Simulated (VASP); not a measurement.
# Er (P6_3/mmc) in VASP: further runs

Runs on Er. Level: PBE. Tasks: single point.

All numbers are computed with VASP 6.6.1; they aren't measurements. Logs are shortened: lines on timing, memory, paths and dates and some standing lists are left out, and cuts for length are marked.

**1. Starting point**

It takes space group P6_3/mmc (No. 194, hexagonal). The conventional cell has a = 3.559 Å, b = 3.559 Å, c = 5.587 Å, α = 90.00°, β = 90.00°, γ = 120.00°. Er (site symmetry -6m2) has 12 Er at 3.47 to 3.56 Å as nearest neighbours.

**2. Single point, PBE, collinear spin, ferromagnetic start**

The input, INCAR:

```
PREC = Accurate ; ENCUT = 500
EDIFF = 1E-6 ; ISMEAR = -1
SIGMA = 0.2 ; LREAL = False
LASPH = True ; NELM = 100
ALGO = Normal ; ISIF = 2
LWAVE = False ; LCHARG = False
ISPIN = 2 ; MAGMOM = 3 3
LORBIT = 11 ; LMAXMIX = 6
GGA = PE ; ADDGRID = False
```

The input, KPOINTS:

```
Automatic mesh
0
Gamma
  3 3 2
```

The input, POSCAR:

```
Er
1.0
    3.5588000000      0.0000000000      0.0000000000
   -1.7794000000      3.0820112070      0.0000000000
    0.0000000000      0.0000000000      5.5874000000
Er
2
Direct
    0.6666666667      0.3333333333      0.7500000000
    0.3333333333      0.6666666667      0.2500000000
```

Potentials or basis: VASP PAW PBE potentials, release 64 (Er).

Run with:

```sh
$ cat potpaw_PBE.64/Er/POTCAR > POTCAR
$ mpirun -np 1 vasp_std > vasp.out
```

OUTCAR:

```text
PREC = Accurate
   ENCUT = 500
   EDIFF = 1E-6
   ISMEAR = -1
   LREAL = False
   LASPH = True
   NELM = 100
   ISIF = 2
   ISPIN = 2
   LORBIT = 11
   GGA = PE

 Found      6 irreducible k-points:

 Following reciprocal coordinates:
            Coordinates               Weight
  0.000000  0.000000  0.000000      1.000000
  0.333333  0.000000  0.000000      6.000000
  0.333333  0.333333  0.000000      2.000000
  0.000000  0.000000  0.500000      1.000000
  0.333333  0.000000  0.500000      6.000000
  0.333333  0.333333  0.500000      2.000000
   k-points           NKPTS =      6   k-points in BZ     NKDIM =      6   number of bands    NBANDS=     29
   number of dos      NEDOS =    301   number of ions     NIONS =      2
   total plane-waves  NPLWV =  32928
   dimension x,y,z NGX =    28 NGY =   28 NGZ =   42
   dimension x,y,z NGXF=    56 NGYF=   56 NGZF=   84
   ions per type =               2
   NGX,Y,Z   is equivalent  to a cutoff of  13.08, 13.08, 12.50 a.u.
   NGXF,Y,Z  is equivalent  to a cutoff of  26.16, 26.16, 24.99 a.u.
 SYSTEM =  unknown system
   PREC   = accura    normal or accurate (medium, high low for compatibility)
   ISTART =      0    job   : 0-new  1-cont  2-samecut
   ICHARG =      2    charge: 1-file 2-atom 10-const
   ISPIN  =      2    spin polarized calculation?
   LNONCOLLINEAR =      F non collinear calculations
   LSORBIT =      F    spin-orbit coupling
   LASPH  =      T    aspherical Exc in radial PAW
   ENCUT  =  500.0 eV  36.75 Ry    6.06 a.u.   6.49  6.49 10.19*2*pi/ulx,y,z
   NELM   =    100;   NELMIN=  2; NELMDL= -5     # of ELM steps
   EDIFF  = 0.1E-05   stopping-criterion for ELM
   LREAL  =      F    real-space projection
   EDIFFG = 0.1E-04   stopping-criterion for IOM
   NSW    =      0    number of steps for IOM
   IBRION =     -1    ionic relax: 0-MD 1-quasi-New 2-CG
   NFREE  =      0    steps in history (QN), initial steepest desc. (CG)
   ISIF   =      2    stress and relaxation
   ISYM   =      2    0-nonsym 1-usesym 2-fastsym
   POTIM  = 0.5000    time-step for ionic-motion
   TEBEG  =    0.0;   TEEND  =   0.0 temperature during run
   PSTRESS=    0.0 pullay stress
   NELECT =      44.0000    total number of electrons
   NUPDOWN=      -1.0000    fix difference up-down
   EMIN   =  10.00;   EMAX   =-10.00  energy-range for DOS
   EFERMI =   0.00;   METHOD = LEGACY
   ISMEAR =    -1;   SIGMA  =   0.20  broadening in eV -4-tet -1-fermi 0-gaus
   EFERMI_NEDOS =   21; number of points for ismear=-14 and -15
   IALGO  =     38    algorithm
   IMIX   =      4    mixing-type and parameters
     AMIX     =   0.40;   BMIX     =  1.00
     AMIX_MAG =   1.60;   BMIX_MAG =  1.00
  volume/ion in A,a.u.               =      30.64       206.78
  Fermi-wavevector in a.u.,A,eV,Ry     =   1.465919  2.770185 29.237797  2.148917
  Thomas-Fermi vector in A             =   2.581718
   LORBIT       =     11    0 simple, 1 ext, 2 COOP (PROOUT), +10 PAW based schemes
   GGA     = PE    functional components
   LHFCALC =     F    Hartree Fock is set to
   AEXX    =    0.0000 exact exchange contribution
   IVDW    =     0    specifies the selected vdW correction
   LEPSILON=     F    determine dielectric tensor
   LRPA    =     F    only Hartree local field effects (RPA)
 spin polarized calculation
  energy-cutoff  :      500.00
  volume of cell :       61.28
 maximum number of plane-waves:      1568
 NGX is ok and might be reduce to    28
   NGX = 13   NGY = 13   NGZ = 21

 number of electron      44.0000006 magnetization       5.0103497

 Free energy of the ion-electron system (eV)
  ---------------------------------------------------
  ext. energy  EPLUGINS =         0.00000000
  ---------------------------------------------------
  free energy    TOTEN  =       -10.77364397 eV

  energy without entropy =       -9.24153553  energy(sigma->0) =      -10.00758975

 E-fermi :   2.4605     XC(G=0): -10.1897

 val. band max:        2.4605142348   @ k =   0.3333   0.3333   0.0000
 cond. band min:       2.4770087371   @ k =   0.3333   0.3333   0.0000
 fundamental gap:      0.0164945023
 Fermi energy:         2.4605395279

 spin component 1

 k-point     1 :       0.0000    0.0000    0.0000
  band No.  band energies     occupation
      1     -46.8809      1.00000
      2     -46.8258      1.00000
      3     -21.3451      1.00000
      4     -20.7797      1.00000
      5     -20.7797      1.00000
      6     -20.6739      1.00000
[... 21 lines left out ...]
     28       5.3494      0.00000
     29       5.7276      0.00000

 k-point     2 :       0.3333    0.0000    0.0000
  band No.  band energies     occupation
      1     -46.8497      1.00000
      2     -46.8180      1.00000
      3     -21.1501      1.00000
      4     -21.1170      1.00000
      5     -21.0058      1.00000
      6     -20.8861      1.00000
[... 21 lines left out ...]
     28       4.7593      0.00001
     29       4.9296      0.00000

 k-point     3 :       0.3333    0.3333    0.0000
  band No.  band energies     occupation
      1     -46.8240      1.00000
      2     -46.8240      1.00000
      3     -21.1481      1.00000
      4     -21.0384      1.00000
      5     -21.0384      1.00000
      6     -20.9243      1.00000
[... 21 lines left out ...]
     28       4.1298      0.00024
     29       5.5208      0.00000

 k-point     4 :       0.0000    0.0000    0.5000
  band No.  band energies     occupation
      1     -46.8534      1.00000
      2     -46.8534      1.00000
      3     -21.0033      1.00000
      4     -21.0033      1.00000
      5     -20.7270      1.00000
      6     -20.7270      1.00000
[... 21 lines left out ...]
     28       4.8663      0.00001
     29       4.8663      0.00001

 k-point     5 :       0.3333    0.0000    0.5000
  band No.  band energies     occupation
      1     -46.8338      1.00000
      2     -46.8338      1.00000
      3     -21.1909      1.00000
      4     -21.1909      1.00000
      5     -20.8157      1.00000
      6     -20.8157      1.00000
[... 21 lines left out ...]
     28       4.2201      0.00015
     29       6.0681      0.00000

 k-point     6 :       0.3333    0.3333    0.5000
  band No.  band energies     occupation
      1     -46.8240      1.00000
      2     -46.8240      1.00000
      3     -21.1988      1.00000
      4     -21.1988      1.00000
      5     -21.0340      1.00000
      6     -21.0340      1.00000
[... 21 lines left out ...]
     28       3.3544      0.01132
     29       6.1669      0.00000
 Fermi energy:         2.4605395279

 spin component 2

 k-point     1 :       0.0000    0.0000    0.0000
  band No.  band energies     occupation
      1     -45.8076      1.00000
      2     -45.7475      1.00000
      3     -20.6107      1.00000
      4     -20.0175      1.00000
      5     -20.0175      1.00000
      6     -19.9044      1.00000
[... 21 lines left out ...]
     28       5.6148      0.00000
     29       5.9493      0.00000

 k-point     2 :       0.3333    0.0000    0.0000
  band No.  band energies     occupation
      1     -45.7734      1.00000
      2     -45.7388      1.00000
      3     -20.4007      1.00000
      4     -20.3850      1.00000
      5     -20.2654      1.00000
      6     -20.1326      1.00000
[... 21 lines left out ...]
     28       5.0485      0.00000
     29       5.1916      0.00000

 k-point     3 :       0.3333    0.3333    0.0000
  band No.  band energies     occupation
      1     -45.7453      1.00000
      2     -45.7453      1.00000
      3     -20.4161      1.00000
      4     -20.3015      1.00000
      5     -20.3015      1.00000
      6     -20.1669      1.00000
[... 21 lines left out ...]
     28       4.4066      0.00006
     29       5.7915      0.00000

 k-point     4 :       0.0000    0.0000    0.5000
  band No.  band energies     occupation
      1     -45.7776      1.00000
      2     -45.7776      1.00000
      3     -20.2442      1.00000
      4     -20.2442      1.00000
      5     -19.9612      1.00000
      6     -19.9612      1.00000
[... 21 lines left out ...]
     28       5.0779      0.00000
     29       5.0779      0.00000

 k-point     5 :       0.3333    0.0000    0.5000
  band No.  band energies     occupation
      1     -45.7561      1.00000
      2     -45.7561      1.00000
      3     -20.4582      1.00000
      4     -20.4582      1.00000
      5     -20.0471      1.00000
      6     -20.0471      1.00000
[... 21 lines left out ...]
     28       4.5054      0.00004
     29       6.3423      0.00000

 k-point     6 :       0.3333    0.3333    0.5000
  band No.  band energies     occupation
      1     -45.7453      1.00000
      2     -45.7453      1.00000
      3     -20.4666      1.00000
      4     -20.4666      1.00000
      5     -20.2934      1.00000
      6     -20.2934      1.00000
[... 21 lines left out ...]
     28       3.5817      0.00366
     29       6.4565      0.00000

------------------------ aborting loop because EDIFF is reached ----------------------------------------

  FORCE on cell =-STRESS in cart. coord.  units (eV):
  Direction    XX          YY          ZZ          XY          YZ          ZX
  --------------------------------------------------------------------------------------
  -------------------------------------------------------------------------------------
  Total        0.9923847      0.9923847      1.0035673     -0.0000000     -0.0000000      0.0000000
  in kB       25.9443678     25.9443678     26.2367183     -0.0000000     -0.0000000      0.0000000
  external PRESSURE =      26.0418179 kB  Pullay stress =       0.0000000 kB

 VOLUME and BASIS-vectors are now :
 -----------------------------------------------------------------------------
  energy-cutoff  :      500.00
  volume of cell :       61.28
      direct lattice vectors                 reciprocal lattice vectors
     3.558800000  0.000000000  0.000000000     0.280993593  0.162231727  0.000000000
    -1.779400000  3.082011207  0.000000000     0.000000000  0.324463454  0.000000000
     0.000000000  0.000000000  5.587400000     0.000000000  0.000000000  0.178974120

 POSITION                                       TOTAL-FORCE (eV/Angst)
 -----------------------------------------------------------------------------------
      1.77940      1.02734      4.19055        -0.000000      0.000000      0.000000
     -0.00000      2.05467      1.39685         0.000000      0.000000      0.000000
 -----------------------------------------------------------------------------------
    total drift:                                0.000000     -0.000000      0.000000

  FREE ENERGIE OF THE ION-ELECTRON SYSTEM (eV)
  ---------------------------------------------------
  free  energy   TOTEN  =       -10.7736439747 eV

  energy  without entropy=       -9.2415355291  energy(sigma->0) =      -10.00758975

 total charge

# of ion       s       p       d       f       tot
--------------------------------------------------
    1        2.135   5.751   0.425  11.357  19.667
    2        2.135   5.751   0.425  11.357  19.667
--------------------------------------------------
tot          4.270  11.501   0.850  22.713  39.335

 magnetization (x)

# of ion       s       p       d       f       tot
--------------------------------------------------
    1        0.003  -0.018   0.031   2.429   2.446
    2        0.003  -0.018   0.031   2.429   2.446
--------------------------------------------------
tot          0.007  -0.036   0.063   4.859   4.892
```

It took 45 s on 1 thread of Intel Xeon 6975P-C (Granite Rapids), shared host; peak memory 0.21 GiB.

These settings aren't checked as converged: the numbers below hold their error.

What came out:

```
Free energy                                           : -10.7736 eV
Pressure                                              : 2.6 GPa
Band gap on the k mesh                                : none (metal or under the smearing width)
Net moment                                            : 5.01 μB per cell
Site moments                                          : Er +2.45 μB
Valence electrons inside the program's atomic spheres : Er 19.67
```

Caveat: the k mesh is coarse (spacing up to 0.68 Å⁻¹), so the values aren't converged; the magnetic or orbital state may not be the lowest; spin-orbit coupling is left out, which moves the levels of the heavy elements.

**3. Single point, PBE, collinear spin, ferromagnetic start**

INCAR is that of step 2.

KPOINTS is that of step 2.

The input, POSCAR:

```
Er
1.0
    3.5588000000      0.0000000000      0.0000000000
   -1.7794000000      3.0820112070      0.0000000000
    0.0000000000      0.0000000000      5.5874000000
Er
2
Direct
    0.6748890000      0.3336720000      0.7713460000
    0.3489390000      0.7017850000      0.2460360000
```

Potentials or basis: VASP PAW PBE potentials, release 64 (Er).

Run with:

```sh
$ cat potpaw_PBE.64/Er/POTCAR > POTCAR
$ mpirun -np 1 vasp_std > vasp.out
```

Wall time 1.8 min (1 thread of Intel Xeon 6975P-C (Granite Rapids), shared host); peak memory 0.22 GiB.

The run converged, but some of its settings lie outside the range that counts as converged, so its numbers aren't taken as properties of the crystal.

Results:

```
Free energy                                           : -10.7278 eV
Pressure                                              : 3.0 GPa
Largest force                                         : 0.565 eV/Å
Band gap on the k mesh                                : none (metal or under the smearing width)
Net moment                                            : 4.98 μB per cell
Site moments                                          : Er +2.44 μB
Valence electrons inside the program's atomic spheres : Er 19.67
```

Caveat: the k mesh is coarse (spacing up to 0.68 Å⁻¹), so the values aren't converged; the magnetic or orbital state may not be the lowest; spin-orbit coupling is left out, which moves the levels of the heavy elements.

**4. Single point, PBE, collinear spin, ferromagnetic start**

INCAR: that of step 3 with these lines changed.

```diff
@@ -1,2 +1,2 @@
-PREC = Accurate ; ENCUT = 500
+PREC = Accurate ; ENCUT = 600
 EDIFF = 1E-6 ; ISMEAR = -1
```

KPOINTS is that of step 3.

The input, POSCAR:

```
Er
1.0
    3.5588000000      0.0000000000      0.0000000000
   -1.7794000000      3.0820112070      0.0000000000
    0.0000000000      0.0000000000      5.5874000000
Er
2
Direct
    0.6666666667      0.3333333333      0.7500000000
    0.3333333333      0.6666666667      0.2500000000
```

Run with:

```sh
$ cat potpaw_PBE.64/Er/POTCAR > POTCAR
$ mpirun -np 1 vasp_std > vasp.out
```

Wall time 55 s (1 thread of Intel Xeon 6975P-C (Granite Rapids), shared host); peak memory 0.22 GiB.

These settings aren't checked as converged: the numbers below hold their error.

What came out:

```
Free energy                                           : -10.7767 eV
Pressure                                              : 2.8 GPa
Band gap on the k mesh                                : none (metal or under the smearing width)
Net moment                                            : 5.01 μB per cell
Site moments                                          : Er +2.45 μB
Valence electrons inside the program's atomic spheres : Er 19.67
```

Caveat: the k mesh is coarse (spacing up to 0.68 Å⁻¹), so the values aren't converged; the magnetic or orbital state may not be the lowest; spin-orbit coupling is left out, which moves the levels of the heavy elements.

**5. Single point, PBE, collinear spin, ferromagnetic start**

INCAR is that of step 4.

KPOINTS is that of step 4.

The input, POSCAR:

```
Er
1.0
    3.5588000000      0.0000000000      0.0000000000
   -1.7794000000      3.0820112070      0.0000000000
    0.0000000000      0.0000000000      5.5874000000
Er
2
Direct
    0.6748890000      0.3336720000      0.7713460000
    0.3489390000      0.7017850000      0.2460360000
```

Run with:

```sh
$ cat potpaw_PBE.64/Er/POTCAR > POTCAR
$ mpirun -np 1 vasp_std > vasp.out
```

Wall time 2.4 min (1 thread of Intel Xeon 6975P-C (Granite Rapids), shared host); peak memory 0.24 GiB.

These settings aren't checked as converged: the numbers below hold their error.

What came out:

```
Free energy                                           : -10.7309 eV
Pressure                                              : 3.1 GPa
Largest force                                         : 0.565 eV/Å
Band gap on the k mesh                                : none (metal or under the smearing width)
Net moment                                            : 4.97 μB per cell
Site moments                                          : Er +2.44 μB
Valence electrons inside the program's atomic spheres : Er 19.67
```

Caveat: the k mesh is coarse (spacing up to 0.68 Å⁻¹), so the values aren't converged; the magnetic or orbital state may not be the lowest; spin-orbit coupling is left out, which moves the levels of the heavy elements.

**6. The reference run**

An earlier run on the cell as given: functional PBE; potentials or basis VASP PAW PBE potentials, release 64 (Er); cutoff 520 eV; k mesh 9 × 9 × 5; occupations fermi-dirac, width 0.05 eV; collinear spin, ferromagnetic start; starting moments [3.0, 3.0] μB.

* Pressure: 2.9 GPa
* Band gap on the k mesh: none (metal or under the smearing width)
* Net moment: 4.80 μB per cell
* Site moments: Er +2.42 μB
* Valence electrons inside the program's atomic spheres: Er 19.66
